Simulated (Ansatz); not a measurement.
A run of Ansatz 0.2.0 is set up as follows.

The input input.yaml:

```yaml
crystal:
  lattice:
    - [0.0, 3.01, 3.01]
    - [3.01, 0.0, 3.01]
    - [3.01, 3.01, 0.0]
  atoms:
    - { symbol: Sn, position: [0.0, 0.0, 0.0] }
    - { symbol: Se, position: [0.5, 0.5, 0.5] }
hamiltonian:
  xc: r2scan
  pseudopotentials: { kind: paw }
  dispersion: d3bj
kpoints:
  mp_grid: { grid: [8, 8, 8] }
scf:
  occupations: { method: fermi_dirac, width: 0.05 }
output:
  forces: true
  stress: true
relax:
  f_tol: 0.01
  max_steps: 40
  cell: { stress_tol: 0.05 }
```

Potentials or basis: Ansatz PAW.

Command:

```sh
$ ansatz run input.yaml --threads 2 --pin off --max-ram 5120MiB --backend cpu --events-out ev --progress --plain --runs-dir out
```

Problem. Estimate the relaxed cell.

Solution. a = 4.227 Å, b = 4.227 Å, c = 4.227 Å, α = 60.00°, β = 60.00°, γ = 60.00°.

Problem. What does it give for the space group after relaxing (to 0.05 Å)?

Solution. Fm-3m (No. 225).

Problem. Predict the relaxed volume.

Solution. 26.71 Å³/atom.

Final structure:
```cif
data_structure
_symmetry_space_group_name_H-M 'P 1'
_symmetry_Int_Tables_number 1
_cell_length_a 4.2275
_cell_length_b 4.2275
_cell_length_c 4.2275
_cell_angle_alpha 60.000
_cell_angle_beta 60.000
_cell_angle_gamma 60.000
_cell_volume 53.42
loop_
_atom_site_label
_atom_site_type_symbol
_atom_site_fract_x
_atom_site_fract_y
_atom_site_fract_z
_atom_site_occupancy
Sn1 Sn 0.00000 0.00000 0.00000 1
Se1 Se 0.50000 0.50000 0.50000 1
```

Caveat: the PAW data sets come from PBE, with cores solved anew for the run's functional, which leaves a small shift of forces and pressure; the dispersion damping was fitted for another functional or another form of the correction.
